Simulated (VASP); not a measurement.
# Si3Ge (P3m1) in VASP: single point with PBEsol

Aim: the single point of Si3Ge with PBEsol.

All numbers are computed with VASP 6.6.1; they aren't measurements. Logs are shortened: lines on timing, memory, paths and dates and some standing lists are left out, and cuts for length are marked.

## (1) The crystal as given

Symmetry: P3m1, No. 156, trigonal system. Conventional cell: a = 3.862 Å, b = 3.862 Å, c = 6.382 Å, α = 90.00°, β = 90.00°, γ = 120.00°. Around Ge (site symmetry 3m) lie 4 Si at 2.38 to 2.41 Å. Si (site symmetry 3m) has 4 Si at 2.36 Å as nearest neighbours. Si (site symmetry 3m) has 3 Si at 2.36 Å and 1 Ge at 2.41 Å as nearest neighbours. Around Si (site symmetry 3m) lie 1 Si at 2.36 Å and 3 Ge at 2.38 Å.

The cell comes from a database or a generator and needn't be the stable form of this composition.

## (2) Single point, PBEsol

File INCAR:

```
PREC = Accurate
ENCUT = 520
EDIFF = 1E-6
ISMEAR = 0
SIGMA = 0.02
LREAL = F
LASPH = T
NELM = 100
ALGO = Fast
ISIF = 2
LWAVE = F
LCHARG = F
GGA = PS
NBANDS = 21
```

File KPOINTS:

```
regular mesh
0
Gamma
  18 18 8
```

File POSCAR:

```
Si3Ge
1.0
    3.8621372389      0.0000000000      0.0000000000
   -1.9310686195      3.3447089618      0.0000000000
    0.0000000000      0.0000000000      6.3818399926
Ge Si
1 3
Direct
    0.3333333333      0.6666666667      0.0003380030
    0.6666666667      0.3333333333      0.4996050280
    0.3333333333      0.6666666667      0.3780722154
    0.6666666667      0.3333333333      0.8699847536
```

Potentials or basis: VASP PAW PBE potentials, release 64 (Ge_d, Si).

The run is started by

```
> cat potpaw_PBE.64/Ge_d/POTCAR potpaw_PBE.64/Si/POTCAR > POTCAR
> mpirun -np 1 vasp_std > vasp.out
```

OUTCAR:

```text
PREC = Accurate
   ENCUT = 520
   EDIFF = 1E-6
   ISMEAR = 0
   LREAL = F
   LASPH = T
   NELM = 100
   ISIF = 2
   GGA = PS

 ion  position               nearest neighbor table
   1  0.333  0.667  0.000-   4 2.38   4 2.38   4 2.38   3 2.41
   2  0.667  0.333  0.500-   3 2.36   3 2.36   3 2.36   4 2.36
   3  0.333  0.667  0.378-   2 2.36   2 2.36   2 2.36   1 2.41
   4  0.667  0.333  0.870-   2 2.36   1 2.38   1 2.38   1 2.38

  LATTYP: Found a hexagonal cell.
 ALAT       =     3.8621372389
 C/A-ratio  =     1.6524115012

  Lattice vectors:

 A1 = (   3.8621372389,   0.0000000000,   0.0000000000)
 A2 = (  -1.9310686195,   3.3447089618,   0.0000000000)
 A3 = (   0.0000000000,   0.0000000000,   6.3818399926)

Analysis of symmetry for initial positions (statically):
=====================================================================
 Subroutine PRICEL returns:
 Original cell was already a primitive cell.

 Routine SETGRP: Setting up the symmetry group for a
 hexagonal supercell.

 Subroutine GETGRP returns: Found  6 space group operations
 (whereof  6 operations were pure point group operations)
 out of a pool of 24 trial point group operations.

The static configuration has the point symmetry C_3v.

Analysis of symmetry for dynamics (positions and initial velocities):
=====================================================================
 Subroutine PRICEL returns:
 Original cell was already a primitive cell.

 Routine SETGRP: Setting up the symmetry group for a
 hexagonal supercell.

 Subroutine GETGRP returns: Found  6 space group operations
 (whereof  6 operations were pure point group operations)
 out of a pool of 24 trial point group operations.

The dynamic configuration has the point symmetry C_3v.

 Subroutine INISYM returns: Found  6 space group operations
 (whereof  6 operations are pure point group operations),
 and found     1 'primitive' translations

----------------------------------------------------------------------------------------

                                     Primitive cell

  volume of cell :      82.4389

  direct lattice vectors                    reciprocal lattice vectors
     3.862137239  0.000000000  0.000000000     0.258923994  0.149489838  0.000000000
    -1.931068619  3.344708962  0.000000000     0.000000000  0.298979675  0.000000000
     0.000000000  0.000000000  6.381839993     0.000000000  0.000000000  0.156694621

  length of vectors
     3.862137239  3.862137239  6.381839993     0.298979675  0.298979675  0.156694621

  position of ions in fractional coordinates (direct lattice)
     0.333333333  0.666666667  0.000338003
     0.666666667  0.333333333  0.499605028
     0.333333333  0.666666667  0.378072215
     0.666666667  0.333333333  0.869984754

  ion indices of the primitive-cell ions
   primitive index   ion index
                 1           1
                 2           2
                 3           3
                 4           4

----------------------------------------------------------------------------------------

 KPOINTS: regular mesh

Automatic generation of k-mesh.
 Grid dimensions read from file:
 generate k-points for:   18   18    8

 Generating k-lattice:

  Cartesian coordinates                     Fractional coordinates (reciprocal lattice)
     0.014384666  0.008304991  0.000000000     0.055555556 -0.000000000  0.000000000
     0.000000000  0.016609982  0.000000000     0.000000000  0.055555556  0.000000000
     0.000000000  0.000000000  0.019586828     0.000000000  0.000000000  0.125000000

  Length of vectors
     0.016609982  0.016609982  0.019586828

  Shift w.r.t. Gamma in fractional coordinates (k-lattice)
     0.000000000  0.000000000  0.000000000

 Subroutine IBZKPT returns following result:
 ===========================================

 Found    266 irreducible k-points:

 Following reciprocal coordinates:
            Coordinates               Weight
  0.000000  0.000000  0.000000      1.000000
  0.055556  0.000000  0.000000      6.000000
  0.111111  0.000000  0.000000      6.000000
  0.166667 -0.000000  0.000000      6.000000
  0.222222  0.000000  0.000000      6.000000
  0.277778  0.000000  0.000000      6.000000
[... 16 lines left out ...]
  0.333333  0.111111  0.000000     12.000000
  0.388889  0.111111  0.000000     12.000000
 [... further k-points ...]
   k-points           NKPTS =    266   k-points in BZ     NKDIM =    266   number of bands    NBANDS=     21
   number of dos      NEDOS =    301   number of ions     NIONS =      4
   total plane-waves  NPLWV =  43200
   dimension x,y,z NGX =    30 NGY =   30 NGZ =   48
   dimension x,y,z NGXF=    60 NGYF=   60 NGZF=   96
   ions per type =               1   3
   NGX,Y,Z   is equivalent  to a cutoff of  12.91, 12.91, 12.50 a.u.
   NGXF,Y,Z  is equivalent  to a cutoff of  25.83, 25.83, 25.01 a.u.
 SYSTEM =  unknown system
   PREC   = accura    normal or accurate (medium, high low for compatibility)
   ISTART =      0    job   : 0-new  1-cont  2-samecut
   ICHARG =      2    charge: 1-file 2-atom 10-const
   ISPIN  =      1    spin polarized calculation?
   LNONCOLLINEAR =      F non collinear calculations
   LSORBIT =      F    spin-orbit coupling
   LASPH  =      T    aspherical Exc in radial PAW
   ENCUT  =  520.0 eV  38.22 Ry    6.18 a.u.   7.18  7.18 11.87*2*pi/ulx,y,z
   NELM   =    100;   NELMIN=  2; NELMDL= -5     # of ELM steps
   EDIFF  = 0.1E-05   stopping-criterion for ELM
   LREAL  =      F    real-space projection
   EDIFFG = 0.1E-04   stopping-criterion for IOM
   NSW    =      0    number of steps for IOM
   IBRION =     -1    ionic relax: 0-MD 1-quasi-New 2-CG
   NFREE  =      0    steps in history (QN), initial steepest desc. (CG)
   ISIF   =      2    stress and relaxation
   ISYM   =      2    0-nonsym 1-usesym 2-fastsym
   POTIM  = 0.5000    time-step for ionic-motion
   TEBEG  =    0.0;   TEEND  =   0.0 temperature during run
   PSTRESS=    0.0 pullay stress
   NELECT =      26.0000    total number of electrons
   NUPDOWN=      -1.0000    fix difference up-down
   EMIN   =  10.00;   EMAX   =-10.00  energy-range for DOS
   EFERMI =   0.00;   METHOD = LEGACY
   ISMEAR =     0;   SIGMA  =   0.02  broadening in eV -4-tet -1-fermi 0-gaus
   EFERMI_NEDOS =   21; number of points for ismear=-14 and -15
   IALGO  =     68    algorithm
   IMIX   =      4    mixing-type and parameters
     AMIX     =   0.40;   BMIX     =  1.00
     AMIX_MAG =   1.60;   BMIX_MAG =  1.00
  volume/ion in A,a.u.               =      20.61       139.08
  Fermi-wavevector in a.u.,A,eV,Ry     =   1.114351  2.105818 16.895414  1.241778
  Thomas-Fermi vector in A             =   2.250945
   LORBIT       =      0    0 simple, 1 ext, 2 COOP (PROOUT), +10 PAW based schemes
   GGA     = PS    functional components
   LHFCALC =     F    Hartree Fock is set to
   AEXX    =    0.0000 exact exchange contribution
   IVDW    =     0    specifies the selected vdW correction
   LEPSILON=     F    determine dielectric tensor
   LRPA    =     F    only Hartree local field effects (RPA)
 non-spin polarized calculation
 RMM-DIIS sequential band-by-band and
 Gauss-broadening in eV      SIGMA  =   0.02
  energy-cutoff  :      520.00
  volume of cell :       82.44
 maximum number of plane-waves:      2250
 NGX is ok and might be reduce to    30
   NGX = 15   NGY = 15   NGZ = 23

 number of electron      25.9999990 magnetization

 Free energy of the ion-electron system (eV)
  ---------------------------------------------------
  ext. energy  EPLUGINS =         0.00000000
  ---------------------------------------------------
  free energy    TOTEN  =       -22.09864248 eV

  energy without entropy =      -22.09864248  energy(sigma->0) =      -22.09864248

 E-fermi :   5.9037     XC(G=0):  -9.7234

 val. band max:        5.8263647088   @ k =   0.0000   0.0000   0.0000
 cond. band min:       6.1039773974   @ k =   0.5000   0.0000   0.0000
 fundamental gap:      0.2776126886
 Fermi energy:         5.9036564475

 k-point     1 :       0.0000    0.0000    0.0000
  band No.  band energies     occupation
      1     -18.6080      2.00000
      2     -18.6027      2.00000
      3     -18.6027      2.00000
      4     -18.5751      2.00000
      5     -18.5751      2.00000
      6      -6.6963      2.00000
[... 13 lines left out ...]
     20      10.0073      0.00000
     21      11.9889      0.00000

 k-point     2 :       0.0556    0.0000    0.0000
  band No.  band energies     occupation
      1     -18.6079      2.00000
      2     -18.6028      2.00000
      3     -18.6025      2.00000
      4     -18.5752      2.00000
      5     -18.5750      2.00000
      6      -6.6607      2.00000
[... 13 lines left out ...]
     20      10.1438      0.00000
     21      11.7099      0.00000

 k-point     3 :       0.1111    0.0000    0.0000
  band No.  band energies     occupation
      1     -18.6075      2.00000
      2     -18.6029      2.00000
      3     -18.6019      2.00000
      4     -18.5754      2.00000
      5     -18.5747      2.00000
      6      -6.5541      2.00000
[... 13 lines left out ...]
     20      10.5151      0.00000
     21      11.1714      0.00000

 k-point     4 :       0.1667   -0.0000    0.0000
  band No.  band energies     occupation
      1     -18.6071      2.00000
      2     -18.6029      2.00000
      3     -18.6011      2.00000
      4     -18.5758      2.00000
      5     -18.5743      2.00000
      6      -6.3780      2.00000
[... 13 lines left out ...]
     20      11.0199      0.00000
     21      11.2570      0.00000

 k-point     5 :       0.2222    0.0000    0.0000
  band No.  band energies     occupation
      1     -18.6070      2.00000
      2     -18.6026      2.00000
      3     -18.6001      2.00000
      4     -18.5762      2.00000
      5     -18.5737      2.00000
      6      -6.1350      2.00000
[... 13 lines left out ...]
     20      11.5254      0.00000
     21      12.2126      0.00000

 k-point     6 :       0.2778    0.0000    0.0000
  band No.  band energies     occupation
      1     -18.6073      2.00000
      2     -18.6019      2.00000
      3     -18.5991      2.00000
      4     -18.5766      2.00000
      5     -18.5729      2.00000
      6      -5.8301      2.00000
[... 13 lines left out ...]
     20      12.1070      0.00000
     21      12.4362      0.00000

 k-point     7 :       0.3333    0.0000    0.0000
  band No.  band energies     occupation
      1     -18.6078      2.00000
      2     -18.6011      2.00000
      3     -18.5982      2.00000
      4     -18.5769      2.00000
      5     -18.5722      2.00000
      6      -5.4733      2.00000
[... 13 lines left out ...]
     20      12.5982      0.00000
     21      12.8859      0.00000
[... 291 lines left out ...]
      1     -18.6065      2.00000
      2     -18.6031      2.00000
      3     -18.5996      2.00000
      4     -18.5762      2.00000
      5     -18.5735      2.00000
      6      -6.0316      2.00000
[... 13 lines left out ...]
     20      10.8059      0.00000
     21      11.8702      0.00000

 k-point    21 :       0.2222    0.1111    0.0000
  band No.  band energies     occupation
      1     -18.6066      2.00000
      2     -18.6025      2.00000
      3     -18.5987      2.00000
      4     -18.5765      2.00000
      5     -18.5729      2.00000
      6      -5.7285      2.00000
[... 13 lines left out ...]
     20      11.6152      0.00000
     21      12.3572      0.00000

 k-point    22 :       0.2778    0.1111    0.0000
  band No.  band energies     occupation
      1     -18.6070      2.00000
      2     -18.6016      2.00000
      3     -18.5981      2.00000
      4     -18.5767      2.00000
      5     -18.5723      2.00000
      6      -5.3733      2.00000
[... 13 lines left out ...]
     20      12.3839      0.00000
     21      12.6121      0.00000

 k-point    23 :       0.3333    0.1111    0.0000
  band No.  band energies     occupation
      1     -18.6074      2.00000
      2     -18.6008      2.00000
      3     -18.5977      2.00000
      4     -18.5769      2.00000
      5     -18.5718      2.00000
      6      -4.9874      2.00000
[... 13 lines left out ...]
     20      12.3159      0.00000
     21      12.5702      0.00000

 k-point    24 :       0.3889    0.1111    0.0000
  band No.  band energies     occupation
      1     -18.6077      2.00000
      2     -18.6001      2.00000
      3     -18.5975      2.00000
      4     -18.5770      2.00000
      5     -18.5715      2.00000
      6      -4.6284      2.00000
[... 13 lines left out ...]
     20      12.4013      0.00000
     21      13.0647      0.00000

 [... further k-points ...]
[... 5 lines left out ...]
  --------------------------------------------------------------------------------------
  -------------------------------------------------------------------------------------
  Total        0.0063312      0.0063312      0.0059079     -0.0000000     -0.0000000     -0.0000000
  in kB        0.1230450      0.1230450      0.1148188     -0.0000000     -0.0000000     -0.0000000
  external PRESSURE =       0.1203029 kB  Pullay stress =       0.0000000 kB

 VOLUME and BASIS-vectors are now :
 -----------------------------------------------------------------------------
  energy-cutoff  :      520.00
  volume of cell :       82.44
      direct lattice vectors                 reciprocal lattice vectors
     3.862137239  0.000000000  0.000000000     0.258923994  0.149489838  0.000000000
    -1.931068619  3.344708962  0.000000000     0.000000000  0.298979675  0.000000000
     0.000000000  0.000000000  6.381839993     0.000000000  0.000000000  0.156694621

 POSITION                                       TOTAL-FORCE (eV/Angst)
 -----------------------------------------------------------------------------------
     -0.00000      2.22981      0.00216         0.000000     -0.000000      0.000249
      1.93107      1.11490      3.18840        -0.000000     -0.000000     -0.000948
     -0.00000      2.22981      2.41280        -0.000000      0.000000     -0.008417
      1.93107      1.11490      5.55210         0.000000      0.000000      0.009117
 -----------------------------------------------------------------------------------
    total drift:                                0.000000     -0.000000      0.000179

  FREE ENERGIE OF THE ION-ELECTRON SYSTEM (eV)
  ---------------------------------------------------
  free  energy   TOTEN  =       -22.0986424758 eV

  energy  without entropy=      -22.0986424758  energy(sigma->0) =      -22.09864248
```

It took 3.4 min on 1 thread of Intel Xeon 6975P-C (Granite Rapids), shared host; peak memory 0.5 GiB.

What came out:

```
Free energy            : -22.0986 eV
Pressure               : 0.0 GPa
Largest force          : 0.009 eV/Å
Band gap on the k mesh : 0.28 eV, indirect (least direct gap 0.63 eV)
```

Forces on the atoms (eV/Å):
```
Ge   0.000  0.000  0.000
Si   0.000  0.000 -0.001
Si   0.000  0.000 -0.008
Si   0.000  0.000  0.009
```

Caveat: the PAW data sets were made with another functional, which shifts forces and pressure a little. A k mesh can miss the band edges.
